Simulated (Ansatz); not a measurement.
## A run on MgO

```yaml
crystal:
  lattice:
    - [1.4974545975, 0.864555815, 19.9822138309]
    - [-1.4974545975, 0.864555815, 19.9822138309]
    - [0.0, -1.72911163, 19.9822138309]
  atoms:
    - { symbol: Mg, position: [0.375606, 0.375606, 0.375606] }
    - { symbol: Mg, position: [0.624394, 0.624394, 0.624394] }
    - { symbol: Mg, position: [0.792271, 0.792271, 0.792271] }
    - { symbol: Mg, position: [0.207729, 0.207729, 0.207729] }
    - { symbol: Mg, position: [0.91544, 0.91544, 0.91544] }
    - { symbol: Mg, position: [0.08456, 0.08456, 0.08456] }
    - { symbol: Mg, position: [0.5, 0.5, 0.5] }
    - { symbol: Mg, position: [0.0, 0.0, 0.0] }
    - { symbol: O, position: [0.146135, 0.146135, 0.146135] }
    - { symbol: O, position: [0.853865, 0.853865, 0.853865] }
    - { symbol: O, position: [0.438417, 0.438417, 0.438417] }
    - { symbol: O, position: [0.561583, 0.561583, 0.561583] }
    - { symbol: O, position: [0.312875, 0.312875, 0.312875] }
    - { symbol: O, position: [0.687125, 0.687125, 0.687125] }
    - { symbol: O, position: [0.269236, 0.269236, 0.269236] }
    - { symbol: O, position: [0.730764, 0.730764, 0.730764] }
kpoints:
  mp_grid: { grid: [9, 9, 9] }
scf:
  occupations: { method: fermi_dirac, width: 0.02 }
  max_iter: 2
hamiltonian:
  xc: pbe
  pseudopotentials: { kind: paw, frozen_core: stored }
output:
  forces: true
  stress: true
  populations: true
  efg: { quadrupole_moments_barn: { Mg: 0.1994, O: -0.02558 } }
```

```sh
ansatz run input.yaml --threads 1 --pin off --max-ram 3072MiB --backend cpu --events-out ev --progress --plain --runs-dir out
```

(1) Does this calculation finish, and if not, why?

## Answers

(1) No converged result was reached. The input holds a cap of too few SCF iterations. The program says:

```
Error: did not converge after 2 iterations: dr2 = 3.15e-3 (threshold 1.00e-7), under the density mixer `msr1`, which `scf.mixing.algorithm: auto` chose by the deck's other keys (type `scf.mixing.algorithm: msr1` to keep it); raise `scf.max_iter`, which need not help a stalled SCF, or adjust the mixing (`scf.mixing`) or, under a smearing, its width (`scf.occupations.width`, in either direction: another width is another result) …
```

```
SCF iter   1: F=—  HF=-19952.158416 eV  |F-HF|=—  |Δ(HF+E_count)|=         —  Δρ=8.69e-4  dr2=5.31e-3  ethr=1.77e-3  ⟨swp⟩=7.9  Hψ=69245  notcnv=0
preconditioner: auto → Resta (q_TF=auto, 2.642 Å⁻¹)  ε∞=3.4  [insulator: Δε(μ)=3.914 eV  Ē_g=15.432 eV  σ=0.020 eV  W_gap=1.00  n_scr=58 (ndim 8)  ℏωp=23.8 eV  f_vac=0.000  D(μ)=0.00/eV (n_scr^D=0)  ε∞_Penn≈3.4]
SCF iter   2: F=—  HF=-19952.158967 eV  |F-HF|=—  |Δ(HF+E_count)|=   5.51e-4  Δρ=5.39e-4  dr2=3.15e-3  ethr=4.15e-6  ⟨swp⟩=4.8  Hψ=29291  notcnv=0
```

Against a sound input the change was `scf.max_iter`: not typed → 2.

With the sound settings the run converges and gives V_zz (10²¹ V/m²) Mg1 -0.75 (η 0.00), Mg3 -0.042 (η 0.00), Mg5 -0.013 (η 0.00), Mg8 0.016 (η 0.00), O9 0.17 (η 0.00), O11 0.18 (η 0.00), among others; a site carries the number of its first atom in the input.
